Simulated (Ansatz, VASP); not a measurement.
**Al27N26 (V_N) in two plane-wave programs**

One calculation is typed for both programs; each brings its own data sets. How far apart do they land? The cell is taken from a series of runs on this material, whose earlier steps may have relaxed, scaled, displaced or heated it; both programs get it as it stands.

Method: plane waves, with VASP 6.6.1 beside it; single point at r2SCAN, in Ansatz 0.2.0.

### Step 1. Set-up

The cell holds 53 atoms: 27 Al and 26 N. Its edges and angles: a = 9.269 Å, b = 9.269 Å, c = 9.269 Å, α = 60.0°, β = 60.0°, γ = 60.0°. It derives from AlN (AlN (F-43m)). Nearest the centre at fractional (0.417, 0.417, 0.417): Al15 at 2.26 Å, Al17 at 2.27 Å, Al23 at 2.27 Å, Al14 at 2.28 Å, N43 at 3.08 Å, N41 at 3.08 Å, N32 at 3.08 Å, N33 at 3.08 Å.

Structure file:

```
Al N
1.0
     0.00000    6.55419    6.55419
     6.55419    0.00000    6.55419
     6.55419    6.55419    0.00000
Al N
27 26
Cartesian
  13.0930 13.0973 13.0975
  8.7321 2.1817 6.5530
  10.9258 10.9299 13.0973
  8.7320 6.5528 2.1822
  4.3614 2.1820 2.1822
  6.5458 10.9243 8.7088
  10.9257 13.0971 10.9301
  6.5457 8.7085 10.9244
  8.7599 10.9228 10.9232
  13.1028 8.7359 8.7365
  8.7319 4.3653 8.7363
  10.9201 6.5497 8.7088
  8.7319 8.7362 4.3659
  4.1440 4.1483 4.1485
  6.7648 6.7688 4.1497
  10.9199 8.7085 6.5501
  6.7647 4.1488 6.7692
  8.7610 6.5492 6.5496
  13.0928 10.9299 10.9303
  8.7044 6.5497 10.9245
  10.9189 8.7638 10.9233
  8.7044 10.9243 6.5503
  4.1453 6.7688 6.7693
  6.5453 8.7653 6.5498
  10.9188 10.9228 8.7644
  6.5452 6.5492 8.7654
  8.7327 8.7366 8.7372
  1.0905 1.0946 1.0949
  3.2721 3.2763 1.0959
  5.4580 5.4621 1.0947
  3.2720 1.0960 3.2765
  5.4709 3.2815 3.2815
  7.6403 5.4478 3.2794
  5.4578 1.0946 5.4623
  7.6403 3.2789 5.4480
  9.8252 5.4618 5.4620
  1.0914 3.2763 3.2766
  3.2769 5.4751 3.2814
  5.4436 7.6441 3.2796
  3.2770 3.2815 5.4754
  7.6398 7.6441 5.4766
  5.4435 3.2789 7.6447
  7.6394 5.4761 7.6439
  9.8267 7.6473 7.6477
  1.0902 5.4621 5.4625
  3.2751 7.6441 5.4480
  5.4577 9.8293 5.4621
  3.2750 5.4478 7.6447
  5.4721 7.6441 7.6443
  7.6434 9.8308 7.6479
  5.4575 5.4618 9.8297
  7.6433 7.6473 9.8311
  9.8260 9.8299 9.8305
```

### Step 2. Ansatz: single point, r2SCAN

Ansatz runs on its PAW soft_1 files.

A single point gives forces, pressure and levels at one fixed geometry, so differences don't come from the geometry; what else differs is listed under the comparison.

input.yaml reads:

```yaml
crystal:
  checkpoint: "../qp3.relax.run"
  host: checkpoint
basis:
  ecutwfc: 500
  xc_grid: 2
hamiltonian:
  xc: r2scan
  pseudopotentials: { kind: paw, azcp: { folder: soft_1 } }
kpoints:
  mp_grid: { grid: [2, 2, 2], shift: [0.5, 0.5, 0.5] }
scf:
  occupations: { method: fermi_dirac, width: 0.01 }
  max_iter: 80
output:
  forces: true
  eigenvalues: true
  charged_corrections: { defect_position: [0.416667, 0.416667, 0.416667] }
checkpoint:
  read: "../qp3.relax.run"
  write: "../qp3.point_neutral.run"
  compress: false
  write_wavefunctions: false
  write_every: 100000
magnetization:
  spin_polarized: true
  initial_magnetization: 1
  spin_locking: { lock_magnetization: hard }
```

The run is started by

```
$ ansatz run input.yaml --threads 4 --pin off --max-ram 7536MiB --backend cpu --events-out ev --progress --plain --runs-dir out
```

Numbers of over 12 decimals in the logs are rounded to 6 here.

Output:

```text
Warning: This run holds its total moment fixed (magnetization.spin_locking.lock_magnetization: hard) and mixes its density by anderson or broyden (scf.mixing.algorithm, typed or taken by auto). Slabs with a fixed moment have converged under broyden above another state at the same moment, at the default mixing steps and at smaller ones, and under scf.lower_state_search: standard, light or off a state that such a mixer [...]
checkpoint.read: neither the saved density nor the saved orbitals are used: the state is of another total charge, and does not settle where this run's electrons and spins go. The run starts from its atoms. Which states do: the manual's quickstart, A charge series.
crystal.checkpoint: the structure is that of <dir>, a `relax` run, at its step 8: its result, under r2scan at a charge of 3 e; 53 atoms read, 0 with a starting moment; this deck's charge is 0 e; no density is read with it (checkpoint.read); crystal.structure_sha256 for this input is
Engine: ansatz 0.2.0, x86_64-unknown-linux-gnu
Pseudopotentials: kind: paw
Pseudopotential: Al, paw, valence charge 3, recommended cutoff 500 eV (meta_gga), soft_1/Al.paw.azcp
Pseudopotential: N, paw, valence charge 5, recommended cutoff 500 eV (meta_gga), soft_1/N.paw.azcp
Functional definition: r2SCAN
  parameter k0 = 0.174
  parameter k1 = 0.065
  parameter a1 = 4.9479
  exchange = r2scan_x(k0 = k0, k1 = k1, a1 = a1)
  correlation = r2scan_c
Crystal: 53 atoms, lattice volume = 563.102 Å³
Basis set: ecut = 500 eV, 14331 PW (Γ), exchange–correlation on 144×144×144 points (8 copies of the dense FFT grid, shifted against one another)
Bands: 159, of which v1, the nominal top of the filled ones, is band 106 counted from 1 (105 counted from 0)
Symmetry: 1 space group operations
Space group: P1 (ITA 1), of the structure as read, at distance tolerance 8.3e-5 Å
Magnetic group: BNS 1.1 (UNI 1), of the structure as read, at distance tolerance 8.3e-5 Å
k-points: 4 of 8 (time reversal used)
Non-local potential: Al, projectors of the file, l = 0: 2, l = 1: 2, l = 2: 1
Non-local potential: N, projectors of the file, l = 0: 2, l = 1: 2, l = 2: 1
PAW form: soft (Blöchl's): semilocal exchange-correlation on the pseudo side does not see the compensation charge
PAW frozen core: Al, regenerated for the run's functional (the file was generated under x = pbe(κ = 0.804, μ = 0.219515), c = pbe(β = 0.066725))
PAW frozen core: N, regenerated for the run's functional (the file was generated under x = pbe(κ = 0.804, μ = 0.219515), c = pbe(β = 0.066725))
PAW one-centre angular grid: Al, 302 points (default); XC on 160 Gauss nodes
PAW one-centre angular grid: N, 302 points (default); XC on 160 Gauss nodes
Initial density: superposition of atomic densities (chi_scale 0.1, normalization cell, long waves kept (reshape's long-wave potential 0.10 eV rms))
Starting moments: Σ|m| = 1 μB on 53 of 53 sites
Initial wavefunctions: pseudopotential atomic-orbital guess
Functional: x = r2scan, c = r2scan; τ floored in thin density (d = 2e-4 eV/Å³)
SCF iter   1: F=—  HF=-24700.505044 eV  |F-HF|=—  |Δ(HF+E_count)|=         —  Δρ=6.67e-2 (↑6.55e-2 ↓6.67e-2)  dr2=1.22e2  dr2_τ=3.58e0  dr2_m=1.13e-2  M=1.000 μB ∫|m|=1.000 μB  β_m=1.20  ethr=3.10e-3  ⟨swp⟩=5.2  Hψ=5167  notcnv=0  defer=232
preconditioner: auto → Resta (q_TF=auto, 2.317 Å⁻¹)  ε∞=3.2  [insulator: Δε(μ)=0.531 eV  Ē_g=15.154 eV  σ=0.010 eV  W_gap=1.00  n_scr=112 (ndim 8)  ℏωp=22.7 eV  f_vac=0.000  D(μ)=0.00/eV (n_scr^D=0)  ε∞_Penn≈3.2]
spin=Collinear: Resta preconditioning applied to the charge; magnetization (m = ρ↑ − ρ↓) channel mixes plain (no charge-response kernel on spin).
SCF iter   2: F=—  HF=-24676.743284 eV  |F-HF|=—  |Δ(HF+E_count)|=    2.38e1  Δρ=3.37e-2 (↑3.36e-2 ↓3.37e-2)  dr2=3.17e1  dr2_τ=2.81e-1  dr2_m=4.70e-4  M=1.000 μB ∫|m|=1.049 μB  β_m=1.20  ethr=3.10e-3  ⟨swp⟩=3.0  Hψ=2379  notcnv=0  defer=391  κ⁻¹=1.0e0(r=1)
SCF iter   3: F=—  HF=-24673.065664 eV  |F-HF|=—  |Δ(HF+E_count)|=    3.68e0  Δρ=1.71e-2 (↑1.71e-2 ↓1.70e-2)  dr2=3.98e0  dr2_τ=4.31e-2  dr2_m=1.82e-4  M=1.000 μB ∫|m|=1.093 μB  β_m=1.20  ethr=3.10e-3  ⟨swp⟩=2.5  Hψ=2359  notcnv=0  defer=376  κ⁻¹=5.9e-2(r=2)
SCF iter   4: F=—  HF=-24673.443528 eV  |F-HF|=—  |Δ(HF+E_count)|=   3.78e-1  Δρ=1.13e-2 (↑1.13e-2 ↓1.13e-2)  dr2=1.45e0  dr2_τ=2.10e-2  dr2_m=4.36e-5  M=1.000 μB ∫|m|=1.092 μB  β_m=1.20  ethr=1.89e-3  ⟨swp⟩=2.0  Hψ=1516  notcnv=0  defer=376  κ⁻¹=5.7e-3(r=3)
[...]
atom   3  Al     0.10268698     0.10246348    -0.22314358
  atom   4  N      0.17305926     0.17247124    -0.46679454
  atom   5  Al    -0.22903969    -0.22982177     0.29376408
  atom   6  N     -0.02021965    -0.01943974    -0.40808076
  atom   7  Al     0.10411736    -0.22160587     0.10090641
  atom   8  N      0.17111319    -0.46774157     0.17453443
  atom   9  Al     0.25179058     0.16486141     0.16476064
  atom  10  N      0.29020593    -0.92019704    -0.91797033
  atom  11  Al     0.04702047    -0.07176836     0.92838776
  atom  12  N      0.81843325    -0.16121876    -0.89721785
  atom  13  Al    -0.22735107     0.29345042    -0.23021491
  atom  14  N     -0.02076030    -0.41070190    -0.01732561
  atom  15  Al     0.04686346     0.92931581    -0.07275625
  atom  16  N      0.81732650    -0.89636376    -0.16217748
  atom  17  Al    -0.81198751     0.01451184     0.01384104
  atom  18  N      0.31838278    -0.04481244    -0.04421591
  atom  19  Al    -0.22073975     0.10480096     0.10133042
  atom  20  N     -0.46552742     0.17085847     0.17219991
  atom  21  Al     0.16238022     0.25242549     0.16380838
  atom  22  N     -0.91701369     0.28901440    -0.91868041
  atom  23  Al    -0.07131147     0.04749276     0.92863067
  atom  24  N     -0.16181985     0.82030692    -0.89970674
  atom  25  Al     0.16590716     0.16574965     0.24922506
  atom  26  N     -0.91894042    -0.92173467     0.29209975
[...]
atom  46  Al     0.09888884    -0.85707088     0.09816746
  atom  47  N     -0.11232435     0.05304688    -0.11321615
  atom  48  Al     0.01409624     0.01565937    -0.81319946
  atom  49  N     -0.04430911    -0.04598914     0.31845145
  atom  50  Al     0.09863306     0.09978237    -0.85680106
  atom  51  N     -0.11142211    -0.11253366     0.05218673
  atom  52  Al     0.01007201     0.01174962     0.01111547
  atom  53  N      0.03697541     0.03601127     0.03596904
  max |Σ_I F_I| component: 8.77e-3 eV/Å
--- Band table (eV; the first three rows and the last of 8) ---
  k-point 0 ↑: bands = [... 102 lower, 6.2620, 6.2623, 9.3618, 10.8386, 11.1374, 11.1390, 11.4999, 11.9225, ... 49 higher]
  k-point 1 ↑: bands = [... 102 lower, 6.1157, 6.2468, 9.6312, 10.5624, 11.2407, 11.2890, 11.8118, 12.1556, ... 49 higher]
  k-point 2 ↑: bands = [... 102 lower, 6.1155, 6.2466, 9.6313, 10.5624, 11.2399, 11.2899, 11.8121, 12.1548, ... 49 higher]
  k-point 3 ↓: bands = [... 102 lower, 6.1239, 6.2552, 9.7637, 10.8334, 11.5712, 11.5722, 12.1130, 12.3767, ... 49 higher]
```

The column dr2 measures how far the density is from self-consistency, as an energy; F and HF (Harris–Foulkes) agree once it is small.

### Step 3. VASP: single point, r2SCAN

The same cell, functional, mesh and smearing now go to VASP, with its own data sets.

Lines of VASP's logs that name or quote its potential files are left out, and so is its time.

INCAR reads:

```
SYSTEM = Al27N26
PREC = Accurate
ENCUT = 580
EDIFF = 1E-06
NELM = 200
ISMEAR = -1
SIGMA = 0.01
LREAL = Auto
ALGO = Normal
METAGGA = R2SCAN
LASPH = .TRUE.
NBANDS = 144
ISPIN = 2
MAGMOM = 0 0 0 0 0 0 0 0 0 0 0 0 0 0.01 0 0 0 0 0 0 0 0 0 0 0 0 0 0.01 0 -0 0 0 0 -0 0 -0 0 0 0 0 0 0 0 0 -0 0 -0 0 0 0 -0 0 0
LORBIT = 11
LWAVE = .FALSE.
LCHARG = .FALSE.
ISIF = 2
ISYM = 0
NUPDOWN = 1
GGA_COMPAT = .FALSE.
LMIXTAU = .TRUE.
KPAR = 4
```

POSCAR reads:

```
Al27N26
1.0
    0.0000000000      6.5541898631      6.5541898631
    6.5541898631      0.0000000000      6.5541898631
    6.5541898631      6.5541898631      0.0000000000
Al N
27 26
Direct
    0.9994955654      0.9988417572      0.9988161190
    0.0002043808      0.9996171968      0.3326697678
    0.9994653504      0.9988384361      0.6681613517
    0.0002350621      0.3327192816      0.9995556157
    0.0002134286      0.3327270682      0.3327099112
    0.9983927730      0.3303498146      0.6683731237
    0.9994824543      0.6681718867      0.9988030079
    0.9983852803      0.6683961381      0.3303027095
    0.9983010356      0.6683002582      0.6682379938
    0.3333492142      0.9996171968      0.9995249344
    0.3333590858      0.9995772616      0.3326796393
    0.3309685057      0.9977749146      0.6683455497
    0.3333893576      0.3327270682      0.9995339822
    0.3168016873      0.3161472871      0.3161222409
    0.3168761073      0.3162642600      0.7158706832
    0.3309821559      0.6683961381      0.9977058339
    0.3168395988      0.7159587550      0.3161601524
    0.3309216938      0.6683802936      0.6683178604
    0.6688407981      0.9988384361      0.9987859039
    0.6690249961      0.9977749146      0.3302890593
    0.6689067650      0.9977073246      0.6682273186
    0.6690525701      0.3303498146      0.9977133266
    0.7165501296      0.3162642600      0.3161966609
    0.6690150451      0.3303090892      0.6683355987
    0.6689174402      0.6683002582      0.9976215892
    0.6689973068      0.6683802936      0.3302422474
    0.6668310756      0.6662384882      0.6661516292
    0.0838462221      0.0832142857      0.0831667757
    0.0839209510      0.0832852552      0.4159527148
    0.0838206948      0.0831953455      0.7495591318
    0.0839485978      0.4159577535      0.0832691514
    0.0833085951      0.4173616050      0.4173591739
    0.0829219104      0.4174370844      0.7482737955
    0.0838408704      0.7495644727      0.0831614240
    0.0828947463      0.7483249448      0.4173856025
    0.0838080151      0.7495500585      0.7495218411
    0.4166321612      0.0832852552      0.0832415046
    0.4180154074      0.0826375634      0.4173359610
    0.4180582437      0.0823187265      0.7482325198
    0.4180386203      0.4173616050      0.0826291487
    0.4181168434      0.4174703318      0.7481698120
    0.4180650489      0.7483249448      0.0822152999
    0.4180954806      0.7481654713      0.4174160341
    0.4171621022      0.7496810699      0.7496175100
    0.7502385783      0.0831953455      0.0831412483
    0.7489119662      0.0823187265      0.4173787973
    0.7501884418      0.0831892023      0.7495089954
    0.7489532419      0.4174370844      0.0822424640
    0.7488492584      0.4174703318      0.4174373970
    0.7503049900      0.4165652396      0.7496255436
    0.7502012876      0.7495500585      0.0831285687
    0.7502969565      0.7496810699      0.4164826558
    0.7502373864      0.7496380761      0.7495579400
```

KPOINTS reads:

```
Points of the shifted mesh
8
Reciprocal
 0.2500000000  0.2500000000  0.2500000000 1
 0.2500000000  0.2500000000  0.7500000000 1
 0.2500000000  0.7500000000  0.2500000000 1
 0.2500000000  0.7500000000  0.7500000000 1
 0.7500000000  0.2500000000  0.2500000000 1
 0.7500000000  0.2500000000  0.7500000000 1
 0.7500000000  0.7500000000  0.2500000000 1
 0.7500000000  0.7500000000  0.7500000000 1
```

PAW data sets: Al and N (PBE family, release 64).

The run is started by

```
$ mpirun -np 8 vasp_std
```

Output:

```text
[banner, memory and clock lines left out]
running    8 mpi-ranks, on    1 nodes
[...]
|                                                                             |
|           W    W    AA    RRRRR   N    N  II  N    N   GGGG   !!!           |
|           W    W   A  A   R    R  NN   N  II  NN   N  G    G  !!!           |
|           W    W  A    A  R    R  N N  N  II  N N  N  G       !!!           |
|           W WW W  AAAAAA  RRRRR   N  N N  II  N  N N  G  GGG   !            |
|           WW  WW  A    A  R   R   N   NN  II  N   NN  G    G                |
|           W    W  A    A  R    R  N    N  II  N    N   GGGG   !!!           |
|                                                                             |
|     For optimal performance we recommend to set                             |
|       NCORE = 2 up to number-of-cores-per-socket                            |
|     NCORE specifies how many cores store one orbital (NPAR=cpu/NCORE).      |
|     This setting can greatly improve the performance of VASP for DFT.       |
[...]
|                                                                             |
|     You enforced a specific xc type in the INCAR file but a different       |
|     [... a line on the potential file left out ...]
|     I HOPE YOU KNOW WHAT YOU ARE DOING!                                     |
|                                                                             |

 LDA part: xc-table for (None), standard interpolation
 POSCAR, INCAR and KPOINTS ok, starting setup
[...]
entering main loop
       N       E                     dE             d eps       ncg     rms          rms(c)
DAV:   1     0.857257646611E+03    0.85726E+03   -0.10738E+05  4608   0.149E+03
DAV:   2    -0.503368103795E+03   -0.13606E+04   -0.12994E+04  5776   0.298E+02
DAV:   3    -0.612332993692E+03   -0.10896E+03   -0.10797E+03  5624   0.903E+01
DAV:   4    -0.614103251150E+03   -0.17703E+01   -0.17642E+01  5368   0.121E+01
[...]
DAV:  25    -0.499198368065E+03   -0.10266E-04   -0.57658E-06  4656   0.681E-03    0.146E-02
DAV:  26    -0.499198371912E+03   -0.38472E-05   -0.45593E-06  4720   0.723E-03    0.499E-03
DAV:  27    -0.499198371500E+03    0.41179E-06   -0.48024E-07  2704   0.214E-03
   1 F= -.49919837E+03 E0= -.49919837E+03  d E =-.474681E-07  mag=     1.0000
```

From OUTCAR (step 3):

```text
  FREE ENERGIE OF THE ION-ELECTRON SYSTEM (eV)
  ---------------------------------------------------
  free  energy   TOTEN  =      -499.1983715002 eV

  energy  without entropy=     -499.1983714527  energy(sigma->0) =     -499.19837148

 magnetization (x)
# of ion       s       p       d       tot
------------------------------------------
    1        0.001   0.003   0.000   0.004
    2        0.000   0.005   0.000   0.005
    3        0.001   0.003   0.000   0.004
    4        0.000   0.005   0.000   0.005
    5        0.001   0.006   0.000   0.007
    6        0.001   0.003   0.000   0.004
    7        0.001   0.003   0.000   0.004
    8        0.001   0.003   0.000   0.004
    9        0.001   0.003   0.000   0.004
   10        0.000   0.005   0.000   0.005
   11        0.001   0.006   0.000   0.007
   12        0.001   0.003   0.000   0.004
   13        0.001   0.006   0.000   0.007
[...]
--------------------------------------------------
tot          0.095   0.090   0.000   0.185
```

The run ends at a pressure of 2.90 GPa, with forces up to 3.5 eV/Å.

### Step 4. Side by side

Known differences besides the potentials themselves: VASP starts from the moments at which Ansatz ended; VASP keeps PBE cores, Ansatz makes them for the functional; the cutoff is 500 eV in Ansatz and 580 eV in VASP (PREC = Accurate, projectors in real space). Total energies have different zeros and are not compared.

The two programs side by side:

```tsv
quantity	Ansatz	VASP	difference
total moment, fixed by the input (μB)	1.00	1.00	0.00
```

Forces on 7 of the 53 atoms, those with the largest forces and the largest differences (eV/Å; atoms numbered as in POSCAR):

```tsv
atom	Ansatz x, y, z	VASP x, y, z
Al14	1.879, 1.879, 1.879	1.869, 1.871, 1.870
Al15	-1.972, -1.973, 2.137	-1.975, -1.974, 2.143
Al17	-1.971, 2.136, -1.969	-1.974, 2.144, -1.973
Al23	2.134, -1.969, -1.970	2.143, -1.974, -1.975
N32	0.290, -0.920, -0.918	0.310, -0.929, -0.926
N38	-0.917, 0.289, -0.919	-0.927, 0.309, -0.927
N40	-0.919, -0.922, 0.292	-0.927, -0.930, 0.311
```

The forces differ by 6.2 meV/Å r.m.s., which is 0.9 % of the r.m.s. force of 0.705 eV/Å (both taken over all components).

### Step 5. What came out

| Quantity | Value |
| --- | --- |
| r.m.s. force difference (single point, r2SCAN) | 0.88 % of the r.m.s. force |

**Reading.** The r.m.s. force difference is 0.88 % of the r.m.s. force (single point, r2SCAN), within the 3 % picked in this series as the mark of a large difference. Such differences can come from data sets, numerical settings and the points named under the comparisons, not from the functional's error against experiment.

[Lines on the potential files, build, host, timing and source positions are cut from VASP's logs without a mark.]

[Logs are printed without paths, hosts, clocks, repeated set-up lines and the standing remarks that a program may print on its own settings, such as how far it seeks lower states.]

[Hosts, paths, dates, database ids (printed as entryN), source tags and the programs' standing remarks are cut or masked in the printed files.]
